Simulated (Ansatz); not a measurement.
# Structures of AlN: which is lowest?

Plane-wave DFT in Ansatz with scalar-relativistic PAW potentials, cutoff 420 eV, Γ-centred meshes chosen by cell and gap, Gaussian smearing with energies taken to zero width. Every cell was relaxed (cell and atoms) in a run of its own, within the symmetry of its start. Functional: PBEsol.

Relaxed structures (starts from databases or built by putting these elements on another compound's sites):
A. F-43m, 2 atoms in the computed cell, a = 4.377 Å; sites (symmetry × multiplicity) Al -43m × 4, N -43m × 4; start: database
B. P6_3mc, 4 atoms in the computed cell, a = 3.114 Å, c = 4.984 Å; sites (symmetry × multiplicity) Al 3m. × 2, N 3m. × 2; start: database
C. Fm-3m, 2 atoms in the computed cell, a = 4.045 Å; sites (symmetry × multiplicity) Al m-3m × 4, N m-3m × 4; start: database

Rank them by energy. Could pressure change the order?

| structure | group | E − E(lowest) (meV/atom) | V (Å³/atom) | gap on mesh (eV) |
| --- | --- | --- | --- | --- |
| B | P6_3mc | 0.0 | 10.46 | 4.09 |
| A | F-43m | 22.3 | 10.48 | 3.19 |
| C | Fm-3m | 103 | 8.27 | 4.55 |

B is lowest, 22 meV/atom under A. C is denser by 2.19 Å³/atom, so pressure favours it: ΔE/ΔV, with ΔE in eV and 1 eV/Å³ = 160.2 GPa, gives about 8 GPa for equal enthalpy if both cells were rigid, a rough figure since the two compress differently. Other structures may lie lower than all of these, and vibrations aren't counted.